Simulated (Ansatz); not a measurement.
# MgS/LiCl: band offsets and transmission through a thin layer, part 4 of 4

Is the second crystal in MgS/LiCl a barrier for electrons, for holes, or both? The lead is MgS rock salt(001) and the layer set into it LiCl rock salt(001), on a common net of side 3.642 Å (-1.5 % and +0.0 % against typed lattice constants near PBE's). Layer spacings come from each crystal relaxed along the normal on that net, and the joins take the mean spacing. The first steps treat the bulk crystals alone. r2SCAN has lattice constants of its own, so the true strain differs.

Ansatz 0.2.0; r2SCAN DFT, plane waves, PAW files (the session's first sound run).

So far. Step 9 (Transmission through the layer, stack MgS 7 / LiCl 6 …): At the listed wavevectors the lead's channels close after +0.12 eV and open again at +3.63 eV (grid energies). At +3.83 eV, 0.2 eV over the upper of these grid energies, the mean transmission is 6.3e-7, and at -0.08 eV it is 1.1e-7. In the worse lead the potential repeats within 1 meV, which the program lets pass. Step 11 (Band offsets): The valence offset is -2.74 eV.

## 13. The same cell, other settings: basis.xc_grid = 2

This step: r2SCAN DFT, plane waves, PAW files; ballistic transmission by layer matching, the first crystal as both leads; changed: basis.xc_grid = 2 (Ansatz 0.2.0).

System of this step: MgS (7) / LiCl (2). The cell holds 18 atoms: 7 S, 7 Mg, 2 Cl and 2 Li. Its edges and angles: a = 3.642 Å, b = 3.642 Å, c = 23.538 Å, α = 85.6°, β = 85.6°, γ = 90.0°. Regions: 0: MgS, 14 atoms (7 S and 7 Mg); 1: LiCl, 4 atoms (2 Cl and 2 Li). The structure's axis is c.

This run repeats an earlier one, its twin (the barrier run, MgS 7 / LiCl 2), with one setting changed (basis.xc_grid; files written aside). It is meant to test whether the numerical route changes the result or only the time. Where the input is shown as a difference, that is against the step before, not the twin.

Contents of input.yaml:

```yaml
crystal:
  lattice:
    - [3.642, 0.0, 0.0]
    - [0.0, 3.642, 0.0]
    - [1.821, 1.821, 23.3965811957]
  atoms:
    - { symbol: S, position: [0.0, 0.0, 0.0] }
    - { symbol: Mg, position: [0.5, 0.5, 0.0] }
    - { symbol: S, position: [0.4440888473, 0.4440888473, 0.1118223054] }
    - { symbol: Mg, position: [-0.0559111527, -0.0559111527, 0.1118223054] }
    - { symbol: S, position: [-0.1118223054, -0.1118223054, 0.2236446109] }
    - { symbol: Mg, position: [0.3881776946, 0.3881776946, 0.2236446109] }
    - { symbol: S, position: [0.3322665418, 0.3322665418, 0.3354669163] }
    - { symbol: Mg, position: [-0.1677334582, -0.1677334582, 0.3354669163] }
    - { symbol: S, position: [-0.2236446109, -0.2236446109, 0.4472892218] }
    - { symbol: Mg, position: [0.2763553891, 0.2763553891, 0.4472892218] }
    - { symbol: S, position: [0.2204442364, 0.2204442364, 0.5591115272] }
    - { symbol: Mg, position: [-0.2795557636, -0.2795557636, 0.5591115272] }
    - { symbol: S, position: [-0.3354669163, -0.3354669163, 0.6709338327] }
    - { symbol: Mg, position: [0.1645330837, 0.1645330837, 0.6709338327] }
    - { symbol: Cl, position: [0.1094220246, 0.1094220246, 0.7811559509] }
    - { symbol: Li, position: [-0.3905779754, -0.3905779754, 0.7811559509] }
    - { symbol: Cl, position: [-0.4448889409, -0.4448889409, 0.8897778818] }
    - { symbol: Li, position: [0.0551110591, 0.0551110591, 0.8897778818] }
kpoints:
  mp_grid: { grid: [8, 8, 1] }
scf:
  occupations: { method: fixed }
  max_iter: 120
hamiltonian:
  xc: r2scan
output:
  eigenvalues: true
  transmission:
    leads: [[6, 8]]
    kpoints: [[0.0, 0.0], [0.5, 0.5]]
    e_range: [-1.5, 5.4]
    de: 0.09
  write_potential: true
  write_density: true
  volumetric_format: npy
basis:
  xc_grid: 2
```

Command:

```
ansatz run input.yaml --threads 4 --pin off --max-ram 8192MiB --backend cpu --events-out ev --progress --plain --runs-dir out
```

Numbers of over 12 decimals in the logs are rounded to 6 here.

Log:

```text
[...]
Crystal: 18 atoms, lattice volume = 310.336 Å³
Basis set: ecut = 500 eV, 7889 PW (Γ), exchange–correlation on 54×54×360 points (8 copies of the dense FFT grid, shifted against one another)
Bands: 84, of which v1, the nominal top of the filled ones, is band 66 counted from 1 (65 counted from 0)
Symmetry: 4 space group operations
k-points: 21 of 64
[...]
SCF iter   1: F=—  HF=-22434.022391 eV  |F-HF|=—  |Δ(HF+E_count)|=         —  Δρ=6.39e-3  dr2=5.31e-2  dr2_τ=5.84e-2  ethr=1.77e-3  ⟨swp⟩=4.3  Hψ=5689  notcnv=0  defer=291
[...]
SCF iter   7: F=-22434.400475 eV  HF=-22434.400475 eV  |F-HF|=7.44e-9  |Δ(HF+E_count)|=   2.75e-8  Δρ=1.73e-6  dr2=2.04e-8  dr2_τ=4.09e-10  ethr=7.58e-11  ⟨swp⟩=18.3  Hψ=9383  notcnv=0
SCF 1 converged in 7 iterations: F = -22434.400475 eV  dr2 = 2.04e-8
[...]
transmission: 12 of 68 steps passed
transmission: 20 of 68 steps passed
[...]
transmission: 68 of 68 steps passed
SCF converged after 7 iterations
Free energy (F): -22434.400475 eV
[...]
Internal energy: -22434.400475 eV  (E = F + TS)
E sigma→0 (E₀):  -22434.400475 eV
Fermi energy:    5.732361 eV
[...]
--- Band table (eV; the first three rows and the last of 21) ---
  k-point 0: bands = [... 62 lower, 5.5093, 5.6644, 5.7322, 5.7324, 9.5303, 9.9252, 10.3410, 10.7370, ... 14 higher]
  k-point 1: bands = [... 62 lower, 5.5133, 5.5306, 5.6658, 5.7177, 9.9453, 10.3011, 10.7720, 11.1271, ... 14 higher]
  k-point 2: bands = [... 62 lower, 5.3320, 5.3781, 5.4993, 5.6501, 10.5838, 10.8752, 11.2419, 11.4235, ... 14 higher]
  k-point 20: bands = [... 62 lower, 3.8582, 4.0183, 4.1735, 4.2309, 9.3658, 9.5760, 9.7027, 10.2777, ... 14 higher]
--- Transmission ---
  basis      : 137 plane waves across, 34 finite elements along
  points     : 2, as listed
[...]
channels       : 0.000000e0 a spin
[...]
slowest decay  : 0.2673 /Å at (0.0000, 0.0000)
  junction   : crystal 0 to crystal 0, 8.46 to 29.24 Å
    transmission   : 0.000000e0 a spin
[...]
```

Wall time 23 s (4 threads of Arm Neoverse V2, shared host); peak memory 1.4 GiB.

Numbers from this step:

| Property | Result |
| --- | --- |
| free energy | -22434.4005 eV |
| Fermi energy | 5.732 eV |

One spin. The transmission, mean over the listed wavevectors by energy, zero at the highest filled level on the SCF mesh:

energy (eV), transmission, mean over the listed wavevectors and a bar:
```
    -1.50      0.023 #
    -1.23      0.023 #
    -1.05      0.021 #
    -0.78      0.018 #
    -0.60      0.016 #
    -0.33      0.011 #
    -0.06      0.005 
     0.03      0.003 
     0.12      0.001 
     0.39      0.000 
     0.66      0.000 
     0.84      0.000 
     1.11      0.000 
     1.29      0.000 
     1.56      0.000 
     1.83      0.000 
     2.01      0.000 
     2.28      0.000 
     2.55      0.000 
     2.73      0.000 
     3.00      0.000 
     3.18      0.000 
     3.45      0.000 
     3.72      0.004 
     3.90      0.006 
     4.17      0.009 
     4.44      0.014 #
     4.62      0.042 ##
     4.89      0.511 ###########################
     5.07      0.522 ###########################
     5.34      0.576 ##############################
```

The mean transmission between -1.50 and +5.34 eV is 0.0557 against 0.0557 in the twin: no change within 1 %.

## 14. The same cell, other settings: output.transmission.temperature = 150.0

This step: r2SCAN DFT, plane waves, PAW files; ballistic transmission by layer matching, the first crystal as both leads; changed: output.transmission.temperature = 150.0 (Ansatz 0.2.0).

This run repeats an earlier one, its twin (the barrier run, MgS 7 / LiCl 2), with one setting changed (output.transmission.temperature; files written aside). It is meant to test how the leads' temperature enters. Where the input is shown as a difference, that is against the step before, not the twin.

Changes to input.yaml since step 13:

```diff
@@ -38,2 +38,3 @@
     de: 0.09
+    temperature: 150.0
   write_potential: true
@@ -41,3 +42 @@
   volumetric_format: npy
-basis:
-  xc_grid: 2
```

Log:

```text
[...]
Crystal: 18 atoms, lattice volume = 310.336 Å³
Basis set: ecut = 500 eV, 7889 PW (Γ), exchange–correlation on 108×108×720 points (64 copies of the dense FFT grid, shifted against one another)
Bands: 84, of which v1, the nominal top of the filled ones, is band 66 counted from 1 (65 counted from 0)
Symmetry: 4 space group operations
k-points: 21 of 64
[...]
SCF iter   1: F=—  HF=-22434.023508 eV  |F-HF|=—  |Δ(HF+E_count)|=         —  Δρ=6.39e-3  dr2=5.31e-2  dr2_τ=5.84e-2  ethr=1.77e-3  ⟨swp⟩=4.3  Hψ=5689  notcnv=0  defer=291
[...]
SCF iter   7: F=-22434.401644 eV  HF=-22434.401644 eV  |F-HF|=7.24e-9  |Δ(HF+E_count)|=   2.75e-8  Δρ=1.73e-6  dr2=2.03e-8  dr2_τ=4.07e-10  ethr=7.58e-11  ⟨swp⟩=18.3  Hψ=9388  notcnv=0
SCF 1 converged in 7 iterations: F = -22434.401644 eV  dr2 = 2.03e-8
[...]
transmission: 12 of 68 steps passed
transmission: 20 of 68 steps passed
[...]
transmission: 68 of 68 steps passed
SCF converged after 7 iterations
Free energy (F): -22434.401644 eV
[...]
Internal energy: -22434.401644 eV  (E = F + TS)
E sigma→0 (E₀):  -22434.401644 eV
Fermi energy:    5.732176 eV
[...]
--- Band table (eV; the first three rows and the last of 21) ---
  k-point 0: bands = [... 62 lower, 5.5092, 5.6643, 5.7322, 5.7322, 9.5302, 9.9251, 10.3410, 10.7369, ... 14 higher]
  k-point 1: bands = [... 62 lower, 5.5132, 5.5305, 5.6657, 5.7175, 9.9453, 10.3011, 10.7719, 11.1269, ... 14 higher]
  k-point 2: bands = [... 62 lower, 5.3320, 5.3780, 5.4992, 5.6499, 10.5838, 10.8752, 11.2418, 11.4234, ... 14 higher]
  k-point 20: bands = [... 62 lower, 3.8582, 4.0182, 4.1735, 4.2309, 9.3657, 9.5759, 9.7026, 10.2775, ... 14 higher]
--- Transmission ---
  basis      : 137 plane waves across, 34 finite elements along
  points     : 2, as listed
[...]
channels       : 0.000000e0 a spin
[...]
slowest decay  : 0.2672 /Å at (0.0000, 0.0000)
  junction   : crystal 0 to crystal 0, 8.46 to 29.24 Å
    transmission   : 0.000000e0 a spin
[...]
```

It took 24 s on 4 threads; peak memory 1.7 GiB.

This step gave:

| Item | Value |
| --- | --- |
| free energy | -22434.4016 eV |
| gap on the k-mesh | 3.634 eV |

One spin. The transmission, mean over the listed wavevectors by energy, zero at the highest filled level on the SCF mesh:

energy (eV), transmission, mean over the listed wavevectors and a bar:
```
    -1.50      0.023 #
    -1.32      0.023 #
    -1.14      0.022 #
    -0.96      0.020 #
    -0.78      0.018 #
    -0.60      0.016 #
    -0.42      0.013 #
    -0.24      0.009 
    -0.06      0.005 
     0.03      0.003 
     0.12      0.001 
     0.39      0.000 
     0.57      0.000 
     0.75      0.000 
     0.93      0.000 
     1.11      0.000 
     1.29      0.000 
     1.47      0.000 
     1.65      0.000 
     1.83      0.000 
     2.01      0.000 
     2.19      0.000 
     2.37      0.000 
     2.55      0.000 
     2.73      0.000 
     2.91      0.000 
     3.09      0.000 
     3.27      0.000 
     3.45      0.000 
     3.72      0.004 
     3.90      0.006 
     4.08      0.008 
     4.26      0.010 #
     4.44      0.014 #
     4.62      0.042 ##
     4.80      0.497 ##########################
     4.98      0.514 ###########################
     5.16      0.536 ############################
     5.34      0.577 ##############################
```

The temperature enters the conductance and not T(E) itself. No conductance was computed here for it to change.

## 15. Summary of results

* valence-band offset (barrier less lead): -2.74 eV
* conduction-band offset (barrier less lead): 1.06 eV

On joins as laid the valence offset is -2.74 eV and the conduction offset +1.06 eV. The second crystal's gap straddles the lead's (type I), so it is a barrier for electrons and for holes. The offsets join the lowest edges, whatever their valley, so carriers of one wavevector can meet a higher barrier. r2SCAN still narrows gaps, if less than LDA and GGA do, and that error enters the offsets. The transmission is the mean over the listed wavevectors alone, without spin-orbit coupling.

[Logs are printed without paths, hosts, clocks, repeated set-up lines and the standing remarks that a program may print on its own settings, such as how far it seeks lower states.]

[Hosts, paths, dates, database ids (printed as entryN), source tags and the programs' standing remarks are cut or masked in the printed files.]
